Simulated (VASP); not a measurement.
# Cl2 in VASP: settings compared, part 2 of 2

VASP 6.6.1.

**3. Relaxation of the atoms, PBEsol**

INCAR reads:

```
SYSTEM = Cl
ALGO = Normal
EDIFF = 1E-7
EDIFFG = -0.005
ENCUT = 400
GGA = PS
IBRION = 2
ISIF = 2
ISMEAR = 0
ISYM = 0
LASPH = .TRUE.
LCHARG = .FALSE.
LREAL = .FALSE.
LWAVE = .FALSE.
NELM = 80
NSW = 90
PREC = Accurate
SIGMA = 0.02
```

KPOINTS reads:

```
k-points
0
G
  1 1 1
  0 0 0
```

POSCAR reads:

```
Cl
1.0
   10.0000000000      0.0000000000      0.0000000000
    0.0000000000     10.5000000000      0.0000000000
    0.0000000000      0.0000000000     11.0000000000
Cl
2
Direct
    0.5000000000      0.5000000000      0.4095454500
    0.5000000000      0.5000000000      0.5904545500
```

Potentials or basis: VASP PAW PBE potentials, release 64 (Cl).

Command:

```console
$ cat potpaw_PBE.64/Cl/POTCAR > POTCAR
$ mpirun -np 1 vasp_std > vasp.out
```

Run time: 92 s. Hardware: 1 thread of Intel Xeon Platinum 8488C (Sapphire Rapids), shared host; peak memory 0.72 GiB.

Results (log left out):

```yaml
Free_energy: -3.8461 eV
Energy_gained_by_relaxing: 0.5 meV/atom
Ionic_steps: 3
Gap_between_the_frontier_levels: 3.12 eV
```

The path:
```
step  energy change (eV)  largest force (eV/Å)  pressure (GPa)
   1              0.0000                0.1940           -0.02
   2             -0.0002                0.1796            0.01
   3             -0.0010                0.0003            0.00
```

Final structure:
```cif
data_structure
_symmetry_space_group_name_H-M 'P 1'
_symmetry_Int_Tables_number 1
_cell_length_a 10.0000
_cell_length_b 10.5000
_cell_length_c 11.0000
_cell_angle_alpha 90.000
_cell_angle_beta 90.000
_cell_angle_gamma 90.000
_cell_volume 1155.00
loop_
_atom_site_label
_atom_site_type_symbol
_atom_site_fract_x
_atom_site_fract_y
_atom_site_fract_z
_atom_site_occupancy
Cl1 Cl 0.50000 0.50000 0.41000 1
Cl2 Cl 0.50000 0.50000 0.59000 1
```

Levels at points of the mesh, in eV from the valence-band top:
```csv
k point,band 3,band 4,band 5,band 6,band 7,band 8,band 9,band 10,band 11
"(0.00, 0.00, 0.00)",-4.76,-2.76,-2.76,0.00,0.00,3.12,6.66,7.85,7.96
```

Caveat: the PAW data sets were made with another functional, which shifts forces and pressure a little.

**4. Relaxation of the atoms, RPBE**

INCAR: that of step 3 with these lines changed.

```diff
@@ -4,4 +4,4 @@
 EDIFFG = -0.005
-ENCUT = 400
-GGA = PS
+ENCUT = 520
+GGA = RP
 IBRION = 2
```

KPOINTS is that of step 3.

POSCAR is that of step 3.

Potentials or basis: VASP PAW PBE potentials, release 64 (Cl).

Command:

```console
$ cat potpaw_PBE.64/Cl/POTCAR > POTCAR
$ mpirun -np 1 vasp_std > vasp.out
```

OUTCAR:

```text
SYSTEM = Cl
   EDIFF = 1E-7
   EDIFFG = -0.005
   ENCUT = 520
   GGA = RP
   IBRION = 2
   ISIF = 2
   ISMEAR = 0
   ISYM = 0
   LASPH = .TRUE.
   LREAL = .FALSE.
   NELM = 80
   NSW = 90
   PREC = Accurate

 ion  position               nearest neighbor table
   1  0.500  0.500  0.410-   2 1.99
   2  0.500  0.500  0.590-   1 1.99

IMPORTANT INFORMATION: All symmetrisations will be switched off!
NOSYMM: (Re-)initialisation of all symmetry stuff for point group C_1.

----------------------------------------------------------------------------------------

                                     Primitive cell

  volume of cell :    1155.0000

  direct lattice vectors                    reciprocal lattice vectors
    10.000000000  0.000000000  0.000000000     0.100000000  0.000000000  0.000000000
     0.000000000 10.500000000  0.000000000     0.000000000  0.095238095  0.000000000
     0.000000000  0.000000000 11.000000000     0.000000000  0.000000000  0.090909091

  length of vectors
    10.000000000 10.500000000 11.000000000     0.100000000  0.095238095  0.090909091

  position of ions in fractional coordinates (direct lattice)
     0.500000000  0.500000000  0.409545450
     0.500000000  0.500000000  0.590454550
[... 96 lines left out ...]

 Free energy of the ion-electron system (eV)
  ---------------------------------------------------
  ext. energy  EPLUGINS =         0.00000000
  ---------------------------------------------------
  free energy    TOTEN  =        -3.41007792 eV

  energy without entropy =       -3.41007792  energy(sigma->0) =       -3.41007792

------------------------ aborting loop because EDIFF is reached ----------------------------------------

  FORCE on cell =-STRESS in cart. coord.  units (eV):
  Direction    XX          YY          ZZ          XY          YZ          ZX
  --------------------------------------------------------------------------------------
  -------------------------------------------------------------------------------------
  Total       -0.0203048     -0.0218042      0.4135526     -0.0000000     -0.0000001     -0.0000001
  in kB       -0.0281662     -0.0302461      0.5736664     -0.0000000     -0.0000001     -0.0000001
  external PRESSURE =       0.1717514 kB  Pullay stress =       0.0000000 kB
[... 59 lines left out ...]
--------------------------------------- Ionic step        3  -------------------------------------------

 number of electron      13.9999998 magnetization

 Free energy of the ion-electron system (eV)
  ---------------------------------------------------
  ext. energy  EPLUGINS =         0.00000000
  ---------------------------------------------------
  free energy    TOTEN  =        -3.41134125 eV

  energy without entropy =       -3.41134125  energy(sigma->0) =       -3.41134125

 E-fermi :  -6.8541     XC(G=0):  -0.8480

 val. band max:       -6.9744761059   @ k =   0.0000   0.0000   0.0000
 cond. band min:      -3.9258418906   @ k =   0.0000   0.0000   0.0000
 fundamental gap:      3.0486342153
 Fermi energy:        -6.8540957685

 k-point     1 :       0.0000    0.0000    0.0000
  band No.  band energies     occupation
      1     -23.1405      2.00000
      2     -18.9787      2.00000
      3     -11.5971      2.00000
      4      -9.5826      2.00000
      5      -9.5825      2.00000
      6      -6.9745      2.00000
      7      -6.9745      2.00000
      8      -3.9258      0.00000
      9      -0.3808      0.00000
     10       0.8680      0.00000
     11       0.9192      0.00000
[... 27 lines left out ...]
  FREE ENERGIE OF THE ION-ELECTRON SYSTEM (eV)
  ---------------------------------------------------
  free  energy   TOTEN  =        -3.4113412530 eV

  energy  without entropy=       -3.4113412530  energy(sigma->0) =       -3.41134125

 reached required accuracy - stopping structural energy minimisation
```

CONTCAR:

```text
Cl
   1.00000000000000
    10.0000000000000000    0.0000000000000000    0.0000000000000000
     0.0000000000000000   10.5000000000000000    0.0000000000000000
     0.0000000000000000    0.0000000000000000   11.0000000000000000
  Cl
     2
Direct
     0.4999999985728257    0.4999999987662923    0.4090151122249754
     0.5000000014271743    0.5000000012337077    0.5909848877750247

  0.00000000E+00  0.00000000E+00  0.00000000E+00
  0.00000000E+00  0.00000000E+00  0.00000000E+00
```

It took 3.4 min on 1 thread of Intel Xeon Platinum 8488C (Sapphire Rapids), shared host; peak memory 1 GiB.

Results:

* Free energy: -3.4113 eV
* Energy gained by relaxing: 0.6 meV/atom
* Ionic steps: 3
* Gap between the frontier levels: 3.05 eV

The path:
| step | energy change (eV) | largest force (eV/Å) | pressure (GPa) |
| --- | --- | --- | --- |
| 1 | 0.0000 | 0.2188 | 0.02 |
| 2 | -0.0005 | 0.1673 | -0.02 |
| 3 | -0.0013 | 0.0006 | 0.00 |

Final structure:
```
Cl
1.0
    10.00000    0.00000    0.00000
     0.00000   10.50000    0.00000
     0.00000    0.00000   11.00000
Cl
2
Direct
  0.50000 0.50000 0.40902
  0.50000 0.50000 0.59098
```

Caveat: the PAW data sets were made with another functional, which shifts forces and pressure a little. RPBE gaps usually lie below the measured ones, often by a third to a half.

**5. The runs side by side**

```csv
level,cutoff (eV),gap on the mesh (eV)
PBEsol,500,3.12
PBEsol,400,3.12
RPBE,520,3.05
```

Alike in all rows: task relaxation of the atoms; potentials or basis VASP PAW PBE potentials, release 64 (Cl); no spin polarisation; cell atoms relaxed; k mesh 1 × 1 × 1; smearing gaussian 0.02 eV.

Caveats: the PAW data sets were made with another functional, which shifts forces and pressure a little.

Absolute energies hang on the potentials; compare differences alone.
